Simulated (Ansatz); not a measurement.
**MoS2: how the settings move a relaxation**

Aim: see which settings change the result for MoS2, by how much, and at what cost.

Method: reference: DFT, PBEsol, PAW with Ansatz's default frozen-core files, scalar-relativistic; relaxation of cell and atoms, in Ansatz 0.2.0.

1 further run of the same task is left out (it didn't finish).

## 1. Starting point

Symmetry: R3m, No. 160, trigonal system. Conventional cell: a = 3.160 Å, b = 3.160 Å, c = 18.450 Å, α = 90.00°, β = 90.00°, γ = 120.00°. Around Mo (site symmetry 3m) lie 6 S at 2.39 Å. S (site symmetry 3m) is surrounded by 3 Mo at 2.39 Å.

Structure file:

```
CELL_PARAMETERS angstrom
1.58000 0.91221 6.15000
-1.58000 0.91221 6.15000
0.00000 -1.82443 6.15000
ATOMIC_POSITIONS crystal
Mo 0.00000 0.00000 0.00000
S 0.25000 0.25000 0.25000
S 0.41700 0.41700 0.41700
```

## 2. Reference

Input file input.yaml:

```yaml
crystal:
  lattice:
    - [1.57999999999, 0.91221342531, 6.15]
    - [-1.57999999999, 0.91221342531, 6.15]
    - [0.0, -1.82442685062, 6.15]
  atoms:
    - { symbol: Mo, position: [0.0, 0.0, 0.0] }
    - { symbol: S, position: [0.25, 0.25, 0.25] }
    - { symbol: S, position: [0.417, 0.417, 0.417] }
kpoints:
  mp_grid: { grid: [12, 12, 12] }
scf:
  occupations: { method: fermi_dirac, width: 0.08 }
hamiltonian:
  xc: pbesol
  pseudopotentials: { kind: paw }
relax:
  f_tol: 0.002
  max_steps: 80
  cell: {}
output:
  forces: true
  stress: true
```

Run with:

```console
$ ansatz run input.yaml --threads 2 --pin off --max-ram 5120MiB --backend cpu --events-out ev --progress --plain --runs-dir out
```

Excerpt of the output:

```text
[...]
Basis set: ecut = 420 eV, 1011 PW (Γ), FFT grids on a1−a3, a2−a3, a3, exchange–correlation on 48×48×90 points (8 copies of the dense FFT grid, shifted against one another)
[...]
k-points: 189 of 1728 (time reversal used)
[...]
SCF iter   1: F=—  HF=-6670.159526 eV  |F-HF|=—  |Δ(HF+E_count)|=         —  Δρ=6.68e-3  dr2=1.62e-2  ethr=1.77e-3  ⟨swp⟩=5.7  Hψ=17161  notcnv=0
preconditioner: auto → none  [insulator: Δε(μ)=0.881 eV  Ē_g=8.227 eV  σ=0.080 eV  W_gap=0.98  n_scr=16 (ndim 8)  ℏωp=21.6 eV  f_vac=0.016  D(μ)=0.00/eV (n_scr^D=0)  ε∞_Penn≈7.9]
SCF iter   2: F=—  HF=-6670.164753 eV  |F-HF|=—  |Δ(HF+E_count)|=   5.23e-3  Δρ=5.25e-3  dr2=3.14e-2  ethr=6.23e-5  ⟨swp⟩=2.1  Hψ=6465  notcnv=0
[...]
relax step   1: F+E_penalty+E_count = -6670.16183780 eV  Δ(F+E_penalty+E_count) = +0.000e0 eV  max|allowed force component| = 2.597e-1 eV/Å  Δτ_max = 0.0000 Å  P = +0.342 GPa  Ω = 53.184 Å³  (8 SCF iters, dr2 threshold 1.00e-7 eV, accepted)
[...]
Basis set: ecut = 420 eV, 999 PW (Γ), FFT grids on a1−a3, a2−a3, a3, exchange–correlation on 48×48×90 points (8 copies of the dense FFT grid, shifted against one another)
[...]
relax step   2: F+E_penalty+E_count = -6670.15607134 eV  Δ(F+E_penalty+E_count) = +5.766e-3 eV  max|allowed force component| = 2.570e-1 eV/Å  Δτ_max = 0.0278 Å  P = +0.652 GPa  Ω = 52.095 Å³  energy of the carried Pulay correction = +8.904e-5 eV  (7 SCF iters,
[...]
relax step   3: F+E_penalty+E_count = -6670.16723229 eV  Δ(F+E_penalty+E_count) = -5.394e-3 eV  max|allowed force component| = 1.615e-2 eV/Å  Δτ_max = 0.0063 Å  P = -0.131 GPa  Ω = 53.115 Å³  energy of the carried Pulay correction = +5.540e-6 eV  (10 SCF iters
[...]
Basis set: ecut = 420 eV, 1029 PW (Γ), FFT grids on a1−a3, a2−a3, a3, exchange–correlation on 48×48×90 points (8 copies of the dense FFT grid, shifted against one another)
[...]
relax step   4: F+E_penalty+E_count = -6670.16778336 eV  Δ(F+E_penalty+E_count) = -5.511e-4 eV  max|allowed force component| = 2.994e-3 eV/Å  Δτ_max = 0.0097 Å  P = +0.102 GPa  Ω = 53.344 Å³  energy of the carried Pulay correction = -1.290e-5 eV  (6 SCF iters,
[...]
relax step   5: F+E_penalty+E_count = -6670.16791941 eV  Δ(F+E_penalty+E_count) = -1.361e-4 eV  max|allowed force component| = 1.207e-2 eV/Å  Δτ_max = 0.0091 Å  P = -0.094 GPa  Ω = 53.715 Å³  energy of the carried Pulay correction = -4.279e-5 eV  (7 SCF iters,
[...]
relax step   6: F+E_penalty+E_count = -6670.16793324 eV  Δ(F+E_penalty+E_count) = -1.382e-5 eV  max|allowed force component| = 2.415e-4 eV/Å  Δτ_max = 0.0017 Å  P = +0.001 GPa  Ω = 53.740 Å³  energy of the carried Pulay correction = -4.481e-5 eV  (6 SCF iters,
[...]
SCF iter   5: F=—  HF=-6670.167984 eV  |F-HF|=—  |Δ(HF+E_count)|=   1.00e-8  Δρ=1.30e-6  dr2=4.66e-10  ethr=9.49e-12  ⟨swp⟩=2.2  Hψ=4275  notcnv=0
SCF iter   6: F=-6670.167984 eV  HF=-6670.167984 eV  |F-HF|=7.89e-10  |Δ(HF+E_count)|=   3.21e-9  Δρ=5.66e-7  dr2=1.95e-11  ethr=1.00e-12  ⟨swp⟩=5.2  Hψ=16812  notcnv=0
[...]
relax step   7: F+E_penalty+E_count = -6670.16798422 eV  Δ(F+E_penalty+E_count) = -5.099e-5 eV  max|allowed force component| = 2.722e-4 eV/Å  Δτ_max = 0.0000 Å  P = +0.002 GPa  Ω = 53.740 Å³  stress off target by 7.11e-3 GPa  SCF on the basis re-selected at th
[...]
SCF converged after 6 iterations
Free energy (F): -6670.167984 eV
[...]
E sigma→0 (E₀):  -6670.167964 eV
[...]
Fermi energy:    11.106969 eV
[...]
  P = ⅓ Tr σ = 0.0020 GPa (0.020 kbar)
--- Relaxed structure (6 steps of the walk, 5 accepted, 1 SCFs on fresh bases) ---
[...]
```

It took 45 s on 2 threads of Arm Neoverse V2, shared host; peak memory 0.48 GiB.

## 3. A run with other settings

Edit input.yaml of step 2 so:

```diff
@@ -10,5 +10,5 @@
 kpoints:
-  mp_grid: { grid: [12, 12, 12] }
+  mp_grid: { grid: [8, 8, 8] }
 scf:
-  occupations: { method: fermi_dirac, width: 0.08 }
+  occupations: { method: fixed }
 hamiltonian:
@@ -23 +23,3 @@
   stress: true
+basis:
+  ecutwfc: "36.7 Ry"
```

Run with:

```console
$ ansatz run input.yaml --threads 2 --pin off --max-ram 5120MiB --backend cpu --events-out ev --progress --plain --runs-dir out
```

The program printed:

```text
basis.fft_grid_basis auto: the FFT boxes are laid along the combinations [[1, 0, -1], [0, 1, -1], [0, 0, 1]] of the cell's own vectors, 3.160, 3.160 and 6.415 Å long. The dense box has 24×24×48 points. Along the cell's own vectors, as sized, it would have 48×48×48, 4.00 times as many. Of the 6 symmetry operations that the crystal satisfies within crystal.symmetry.tolerance (time reversal apart; of a slab, those that keep its plane) the dense box along the cell's own vectors carries 6, and the one as laid loses 4 of those. basis.fft_grid_basis: typed keeps the cell's own vectors: state it where this run's energies or levels are differenced outside the engine with another run's, or held beside a run that keeps those vectors.
Engine: ansatz 0.2.0
Pseudopotentials: kind: paw
Pseudopotential: Mo, paw, valence charge 14, recommended cutoff 420 eV (normal), Mo.paw.azcp
Pseudopotential: S, paw, valence charge 6, recommended cutoff 420 eV (normal), S.paw.azcp
Functional definition: PBEsol
  exchange = pbesol_x
  correlation = pbesol_c
Crystal: 3 atoms, lattice volume = 53.184 Å³
Basis set: ecut = 499.3289376138798 eV, 1349 PW (Γ), FFT grids on a1−a3, a2−a3, a3, exchange–correlation on 48×48×96 points (8 copies of the dense FFT grid, shifted against one another)
Bands: 17, of which v1, the nominal top of the filled ones, is band 13 counted from 1 (12 counted from 0)
Symmetry: 6 space group operations
Space group: R3m (ITA 160), of the structure as read, at distance tolerance 3.8e-5 Å
k-points: 65 of 512 (time reversal used)
Non-local potential: Mo, projectors of the file, l = 0: 3, l = 1: 2, l = 2: 2, l = 3: 1
Non-local potential: S, projectors of the file, l = 0: 2, l = 1: 2, l = 2: 2
PAW form: soft (Blöchl's): semilocal exchange-correlation on the pseudo side does not see the compensation charge
PAW frozen core: Mo, regenerated for the run's functional, and the local potential with it (the file was generated under x = pbe(κ = 0.804, μ = 0.2195149727645171), c = pbe(β = 0.06672455060314922))
PAW frozen core: S, regenerated for the run's functional, and the local potential with it (the file was generated under x = pbe(κ = 0.804, μ = 0.2195149727645171), c = pbe(β = 0.06672455060314922))
PAW one-centre angular grid: Mo, 590 points (default); XC on 64 Gauss nodes
PAW one-centre angular grid: S, 110 points (default); XC on 64 Gauss nodes
Initial density: superposition of atomic densities (neutral atoms: chi_scale 0, normalization atom), corrected by the library's trained network
Initial wavefunctions: pseudopotential atomic-orbital guess
Functional: x = pbesol(κ = 0.804, μ = 0.12345679012345678), c = pbesol(β = 0.046)
SCF iter   1: F=—  HF=-6670.159996 eV  |F-HF|=—  |Δ(HF+E_count)|=         —  Δρ=6.67e-3  dr2=1.62e-2  ethr=1.77e-3  ⟨swp⟩=4.9  Hψ=5178  notcnv=0  defer=121
preconditioner: auto → none  [insulator: Δε(μ)=0.981 eV  Ē_g=8.226 eV  n_scr=16 (ndim 8)  ℏωp=21.6 eV  f_vac=0.016  ε∞_Penn≈7.9]
SCF iter   2: F=—  HF=-6670.165542 eV  |F-HF|=—  |Δ(HF+E_count)|=   5.55e-3  Δρ=5.27e-3  dr2=3.18e-2  ethr=6.23e-5  ⟨swp⟩=2.4  Hψ=2267  notcnv=0  defer=130
SCF iter   3: F=—  HF=-6670.163422 eV  |F-HF|=—  |Δ(HF+E_count)|=   2.12e-3  Δρ=3.45e-3  dr2=1.26e-2  ethr=6.23e-5  ⟨swp⟩=2.2  Hψ=1706  notcnv=0  defer=128
SCF iter   4: F=—  HF=-6670.162604 eV  |F-HF|=—  |Δ(HF+E_count)|=   8.18e-4  Δρ=1.57e-3  dr2=1.82e-3  ethr=4.84e-5  ⟨swp⟩=1.7  Hψ=1162  notcnv=0  defer=127
SCF iter   5: F=—  HF=-6670.162609 eV  |F-HF|=—  |Δ(HF+E_count)|=   4.80e-6  Δρ=4.21e-4  dr2=1.46e-4  ethr=6.99e-6  ⟨swp⟩=2.1  Hψ=1313  notcnv=0  defer=130
SCF iter   6: F=—  HF=-6670.162613 eV  |F-HF|=—  |Δ(HF+E_count)|=   4.46e-6  Δρ=1.04e-4  dr2=7.14e-6  ethr=5.61e-7  ⟨swp⟩=2.0  Hψ=1491  notcnv=0  defer=4
SCF iter   7: F=—  HF=-6670.162613 eV  |F-HF|=—  |Δ(HF+E_count)|=   4.02e-7  Δρ=3.08e-5  dr2=2.55e-7  ethr=2.75e-8  ⟨swp⟩=2.1  Hψ=1578  notcnv=0
SCF iter   8: F=-6670.162613 eV  HF=-6670.162613 eV  |F-HF|=7.13e-9  |Δ(HF+E_count)|=   2.28e-7  Δρ=4.67e-6  dr2=7.22e-9  ethr=3.85e-10  ⟨swp⟩=5.0  Hψ=4145  notcnv=0
SCF 1 converged in 8 iterations: F = -6670.162613 eV  dr2 = 7.22e-9
relax step   1: F+E_penalty+E_count = -6670.16261308 eV  Δ(F+E_penalty+E_count) = +0.000e0 eV  max|allowed force component| = 2.599e-1 eV/Å  Δτ_max = 0.0000 Å  P = +0.340 GPa  Ω = 53.184 Å³  (8 SCF iters, dr2 threshold 1.00e-7 eV, accepted)
Crystal: 3 atoms, lattice volume = 52.087 Å³
Basis set: ecut = 499.3289376138798 eV, 1331 PW (Γ), FFT grids on a1−a3, a2−a3, a3, exchange–correlation on 48×48×96 points (8 copies of the dense FFT grid, shifted against one another)
Initial density: handed on by an earlier stage of this run
Initial wavefunctions: those handed on with the density
iter 1 solved again at ethr=5.41e-5 eV; its pass at ethr=3.10e-3 eV (dr2=1.41e-2 eV) is discarded
SCF iter   1: F=—  HF=-6670.160009 eV  |F-HF|=—  |Δ(HF+E_count)|=         —  Δρ=2.98e-3  dr2=1.56e-2  ethr=5.41e-5  ⟨swp⟩=1.3  Hψ=5971  notcnv=0  defer=59
automatic band count: iteration 1 solves 16 bands in place of 17: the levels show a gap, and the empty bands left out lie too high to hold charge; the band table lists the bands solved (type scf.n_extra_bands for more)
preconditioner: auto → none  [insulator: Δε(μ)=1.030 eV  Ē_g=7.879 eV  n_scr=16 (ndim 8)  ℏωp=21.8 eV  f_vac=0.010  ε∞_Penn≈8.7]
SCF iter   2: F=—  HF=-6670.165143 eV  |F-HF|=—  |Δ(HF+E_count)|=   5.13e-3  Δρ=5.78e-3  dr2=6.06e-2  ethr=5.41e-5  ⟨swp⟩=3.0  Hψ=1831  notcnv=0  defer=64  recentre
SCF iter   3: F=—  HF=-6670.157318 eV  |F-HF|=—  |Δ(HF+E_count)|=   7.82e-3  Δρ=1.59e-3  dr2=3.04e-3  ethr=5.41e-5  ⟨swp⟩=2.8  Hψ=1718  notcnv=0  defer=65
SCF iter   4: F=—  HF=-6670.156763 eV  |F-HF|=—  |Δ(HF+E_count)|=   5.55e-4  Δρ=5.65e-4  dr2=8.06e-5  ethr=1.17e-5  ⟨swp⟩=2.0  Hψ=1593  notcnv=0  defer=65
SCF iter   5: F=—  HF=-6670.156769 eV  |F-HF|=—  |Δ(HF+E_count)|=   5.95e-6  Δρ=1.80e-4  dr2=5.51e-5  ethr=3.10e-7  ⟨swp⟩=2.0  Hψ=1606  notcnv=0  defer=53
SCF iter   6: F=—  HF=-6670.156760 eV  |F-HF|=—  |Δ(HF+E_count)|=   9.59e-6  Δρ=6.24e-5  dr2=1.59e-6  ethr=2.12e-7  ⟨swp⟩=2.0  Hψ=1391  notcnv=0  defer=50
SCF iter   7: F=-6670.156759 eV  HF=-6670.156759 eV  |F-HF|=2.55e-8  |Δ(HF+E_count)|=   2.36e-7  Δρ=2.74e-5  dr2=1.63e-7  ethr=1.15e-9  ⟨swp⟩=5.0  Hψ=4201  notcnv=0
SCF 2 converged in 7 iterations: F = -6670.156759 eV  dr2 = 1.63e-7
relax step   2: F+E_penalty+E_count = -6670.15675933 eV  Δ(F+E_penalty+E_count) = +5.854e-3 eV  max|allowed force component| = 2.575e-1 eV/Å  Δτ_max = 0.0280 Å  P = +0.654 GPa  Ω = 52.087 Å³  energy of the carried Pulay correction = +6.239e-5 eV  (7 SCF iters, dr2 threshold 3.00e-7 eV, rejected (line search))
Crystal: 3 atoms, lattice volume = 53.113 Å³
iter 1 solved again at ethr=2.94e-5 eV; its pass at ethr=3.10e-3 eV (dr2=7.65e-3 eV) is discarded
SCF iter   1: F=—  HF=-6670.169672 eV  |F-HF|=—  |Δ(HF+E_count)|=         —  Δρ=2.16e-3  dr2=7.35e-3  ethr=2.94e-5  ⟨swp⟩=2.0  Hψ=5787  notcnv=0  defer=59
automatic band count: iteration 1 solves 16 bands in place of 17: the levels show a gap, and the empty bands left out lie too high to hold charge; the band table lists the bands solved (type scf.n_extra_bands for more)
preconditioner: auto → none  [insulator: Δε(μ)=1.039 eV  Ē_g=7.855 eV  n_scr=16 (ndim 8)  ℏωp=21.6 eV  f_vac=0.015  ε∞_Penn≈8.6]
SCF iter   2: F=—  HF=-6670.171227 eV  |F-HF|=—  |Δ(HF+E_count)|=   1.56e-3  Δρ=3.57e-3  dr2=2.30e-2  ethr=2.83e-5  ⟨swp⟩=2.8  Hψ=1728  notcnv=0  defer=65  recentre
SCF iter   3: F=—  HF=-6670.168326 eV  |F-HF|=—  |Δ(HF+E_count)|=   2.90e-3  Δρ=1.19e-3  dr2=1.78e-3  ethr=2.83e-5  ⟨swp⟩=2.7  Hψ=1695  notcnv=0  defer=64
SCF iter   4: F=—  HF=-6670.168008 eV  |F-HF|=—  |Δ(HF+E_count)|=   3.18e-4  Δρ=4.29e-4  dr2=4.75e-5  ethr=6.84e-6  ⟨swp⟩=2.0  Hψ=1542  notcnv=0  defer=64
SCF iter   5: F=—  HF=-6670.168004 eV  |F-HF|=—  |Δ(HF+E_count)|=   3.88e-6  Δρ=5.94e-5  dr2=3.25e-6  ethr=1.83e-7  ⟨swp⟩=2.9  Hψ=2047  notcnv=0  defer=34
SCF iter   6: F=—  HF=-6670.168002 eV  |F-HF|=—  |Δ(HF+E_count)|=   1.60e-6  Δρ=3.86e-5  dr2=1.83e-6  ethr=1.25e-8  ⟨swp⟩=2.0  Hψ=1565  notcnv=0  defer=10
SCF iter   7: F=—  HF=-6670.168003 eV  |F-HF|=—  |Δ(HF+E_count)|=   1.07e-6  Δρ=1.70e-5  dr2=1.55e-7  ethr=7.03e-9  ⟨swp⟩=2.1  Hψ=1238  notcnv=0  defer=1
SCF iter   8: F=—  HF=-6670.168003 eV  |F-HF|=—  |Δ(HF+E_count)|=   1.48e-8  Δρ=5.12e-6  dr2=1.36e-8  ethr=5.95e-10  ⟨swp⟩=2.5  Hψ=1463  notcnv=0  defer=1
SCF iter   9: F=—  HF=-6670.168003 eV  |F-HF|=—  |Δ(HF+E_count)|=  1.90e-10  Δρ=9.13e-7  dr2=4.51e-10  ethr=5.23e-11  ⟨swp⟩=2.4  Hψ=1485  notcnv=0  defer=1
SCF iter  10: F=-6670.168003 eV  HF=-6670.168003 eV  |F-HF|=2.73e-12  |Δ(HF+E_count)|=  2.73e-12  Δρ=1.31e-7  dr2=7.11e-12  ethr=1.00e-12  ⟨swp⟩=5.0  Hψ=5933  notcnv=0
SCF 3 converged in 10 iterations: F = -6670.168003 eV  dr2 = 7.11e-12
relax step   3: F+E_penalty+E_count = -6670.16800311 eV  Δ(F+E_penalty+E_count) = -5.390e-3 eV  max|allowed force component| = 1.624e-2 eV/Å  Δτ_max = 0.0064 Å  P = -0.132 GPa  Ω = 53.113 Å³  energy of the carried Pulay correction = +4.003e-6 eV  (10 SCF iters, accepted)
[... 13 lines left out ...]
relax step   4: F+E_penalty+E_count = -6670.16855016 eV  Δ(F+E_penalty+E_count) = -5.470e-4 eV  max|allowed force component| = 3.055e-3 eV/Å  Δτ_max = 0.0096 Å  P = +0.102 GPa  Ω = 53.338 Å³  energy of the carried Pulay correction = -8.642e-6 eV  (7 SCF iters, dr2 threshold 1.89e-7 eV, accepted)
[... 13 lines left out ...]
relax step   5: F+E_penalty+E_count = -6670.16869525 eV  Δ(F+E_penalty+E_count) = -1.451e-4 eV  max|allowed force component| = 1.185e-2 eV/Å  Δτ_max = 0.0091 Å  P = -0.092 GPa  Ω = 53.708 Å³  energy of the carried Pulay correction = -2.937e-5 eV  (7 SCF iters, dr2 threshold 4.35e-8 eV, accepted)
[... 10 lines left out ...]
relax step   6: F+E_penalty+E_count = -6670.16870926 eV  Δ(F+E_penalty+E_count) = -1.401e-5 eV  max|allowed force component| = 1.835e-4 eV/Å  Δτ_max = 0.0018 Å  P = +0.001 GPa  Ω = 53.735 Å³  energy of the carried Pulay correction = -3.088e-5 eV  (5 SCF iters, dr2 threshold 2.22e-8 eV, accepted)
Initial wavefunctions: pseudopotential atomic-orbital guess (no wavefunctions were taken with the density)
iter 1 solved again at ethr=2.52e-7 eV; its pass at ethr=3.10e-3 eV (dr2=6.55e-5 eV) is discarded
SCF iter   1: F=—  HF=-6670.168721 eV  |F-HF|=—  |Δ(HF+E_count)|=         —  Δρ=6.74e-5  dr2=5.52e-8  ethr=2.52e-7  ⟨swp⟩=3.2  Hψ=8376  notcnv=0  defer=130
eigensolver tolerance schedule: the retry pair's looser diagonalisation over-reported the residual by 1183.93 of it (diagonalisation noise at 0.11 of the residual, at the tolerance the schedule requests for it); recorded, not acted on — ethr = c·dr2/N_el stays at c = 1.0e-1
preconditioner: auto → none  [insulator: Δε(μ)=1.104 eV  Ē_g=8.232 eV  n_scr=16 (ndim 8)  ℏωp=21.5 eV  f_vac=0.018  ε∞_Penn≈7.8]
SCF iter   2: F=—  HF=-6670.168742 eV  |F-HF|=—  |Δ(HF+E_count)|=   2.06e-5  Δρ=3.37e-5  dr2=1.57e-8  ethr=2.12e-10  ⟨swp⟩=2.7  Hψ=2052  notcnv=0  defer=108
SCF iter   3: F=—  HF=-6670.168747 eV  |F-HF|=—  |Δ(HF+E_count)|=   5.08e-6  Δρ=8.35e-6  dr2=9.19e-8  ethr=6.05e-11  ⟨swp⟩=2.0  Hψ=1852  notcnv=0  defer=108  recentre
SCF iter   4: F=—  HF=-6670.168747 eV  |F-HF|=—  |Δ(HF+E_count)|=   5.14e-8  Δρ=1.28e-6  dr2=2.25e-9  ethr=6.05e-11  ⟨swp⟩=2.4  Hψ=1821  notcnv=0  defer=108
SCF iter   5: F=—  HF=-6670.168747 eV  |F-HF|=—  |Δ(HF+E_count)|=   1.93e-9  Δρ=5.59e-7  dr2=1.38e-10  ethr=8.67e-12  ⟨swp⟩=2.0  Hψ=1399  notcnv=0  defer=108
SCF iter   6: F=-6670.168747 eV  HF=-6670.168747 eV  |F-HF|=6.91e-11  |Δ(HF+E_count)|=  4.80e-10  Δρ=2.40e-7  dr2=1.26e-11  ethr=1.00e-12  ⟨swp⟩=5.0  Hψ=5684  notcnv=0
SCF 7 converged in 6 iterations: F = -6670.168747 eV  dr2 = 1.26e-11
relax step   7: F+E_penalty+E_count = -6670.16874678 eV  Δ(F+E_penalty+E_count) = -3.752e-5 eV  max|allowed force component| = 1.936e-4 eV/Å  Δτ_max = 0.0000 Å  P = +0.002 GPa  Ω = 53.735 Å³  stress off target by 5.61e-3 GPa  SCF on the basis re-selected at this cell (its energy is not comparable with the rows above)  (6 SCF iters)
basis re-selected at this cell: Δ(F+E_penalty+E_count) = -3.752e-5 eV, ΔP = +0.000 GPa vs the last step (what re-selecting the basis moved, of the pressure what is left beyond the Pulay correction that the steps carried, after the strain that the cell walked since its last selection, with what the two solves' SCF thresholds leave and, on support functions, any second-order correction that the steps lacked; it is no measure of the basis error at this ecutwfc). This SCF's stress stands 5.61e-3 GPa from its target on what of the cell is left free (relax.cell.stress_tol is 5.00e-2 GPa) and its largest allowed force component is 1.94e-4 eV/Å (relax.f_tol is 2.00e-3 eV/Å): within both
SCF converged after 6 iterations
Free energy (F): -6670.168747 eV
Harris-Foulkes:  -6670.168747 eV  (|F-HF|=6.91e-11)
Internal energy: -6670.168747 eV  (E = F + TS)
E sigma→0 (E₀):  -6670.168747 eV
Fermi energy:    10.681811 eV
--- Per-component energies (eV) ---
  E_band       = -160.189244
  E_kinetic    = 656.665337
  E_local      = -2057.409467  (includes V_loc(G=0)·N_el)
  E_nonlocal   = 201.443886
  E_hartree    = 799.314471
  E_xc         = -375.826025
  E_vxc        = -404.773742  (∫ρ·V_xc dr)
  E_paw        = -4311.918836  (= ΣΔE_a)
  E_vpaw       = -154.744243  (= ΣTr[D̂ρ^β])
  E_aug_tail   = 0.000008  (compensation charges beyond the density's cutoff)
  E_ewald      = -1582.771318
  E_core_change = 0.333198  (= ΣΔE_core)
  E_smearing   = -0.000000  (= −TS)
  E_closure    = 0.000000  (closes the sum)
  Σ components = -6670.168747   (vs F -6670.168747, Δ=0.00e0)
--- Forces (eV/Å), atoms counted from 1 ---
  atom   1  Mo     0.00000000    -0.00000000    -0.00008815
  atom   2  S      0.00000000    -0.00000000     0.00019322
  atom   3  S     -0.00000000     0.00000000    -0.00010611
  max |Σ_I F_I| component: 1.03e-6 eV/Å
--- Stress (GPa, compression-positive) ---
       -0.000539       0.000000      -0.000000
        0.000000      -0.000539      -0.000000
       -0.000000      -0.000000       0.005608
  P = ⅓ Tr σ = 0.0015 GPa (0.015 kbar)
--- Relaxed structure (6 steps of the walk, 5 accepted, 1 SCFs on fresh bases) ---
  F+E_penalty+E_count = -6670.16874678 eV   max|allowed force component| = 1.936e-4 eV/Å   (the final SCF, on the basis selected at the relaxed cell)
  cell:  # Å, volume = 53.7351 Å³
    - [1.5715565423762328, 0.9073385927876353, 6.2806857854845]
    - [-1.5715565423762328, 0.9073385927876353, 6.2806857854845]
    - [7.216201746199206e-19, -1.814677185575272, 6.2806857854845]
  atoms:
    - { symbol: Mo, position: [0.00010146473990315535, 0.00010146473990315535, 0.00010146473990315527] }
    - { symbol: S, position: [0.25075674825413513, 0.25075674825413513, 0.2507567482541351] }
    - { symbol: S, position: [0.41614178700596177, 0.41614178700596177, 0.41614178700596177] }
```

Wall time 18 s (2 threads of Arm Neoverse V2, shared host); peak memory 0.4 GiB.

## 4. Checking the result

The run converged and reported no error. That alone doesn't make the input a sound one.

Fixed occupations are right only where a gap separates filled from empty bands at every k-point. This system has one (1.10 eV on the mesh), so they are sound here.

The occupations need no remedy; a run with other occupations serves as a check.

Changing the k-point mesh, smearing and cutoff moves the energy by -0.3 meV/atom (σ→0 values), and the gap on the mesh goes from 1.00 to 1.10 eV. More than one kind of setting changed, and this run alone doesn't tell their shares apart. A gap read on a mesh depends on which points the mesh holds, and a coarse mesh shifts the density too. Cost: 18 s against 45 s.

## 5. Comparison

| run | ending | energy change | pressure (GPa) | gap (eV) | force (eV/Å) | cycles | time |
| --- | --- | --- | --- | --- | --- | --- | --- |
| reference | converged | 0 | 0.0 | 1.00 | 0.00 | 50 | 45 s |
| 1: mp_grid.grid [8, 8, 8], occupations.method fixed, ecutwfc 36.7 Ry | converged | -0.3 meV/atom (σ→0) | 0.0 | 1.10 | 0.00 | 50 | 18 s |

What this shows: Changing the k-point mesh, smearing and cutoff moves the energy by -0.3 meV/atom (σ→0 values), and the gap on the mesh goes from 1.00 to 1.10 eV. More than one kind of setting changed, and this run alone doesn't tell their shares apart. A gap read on a mesh depends on which points the mesh holds, and a coarse mesh shifts the density too. Cost: 18 s against 45 s.
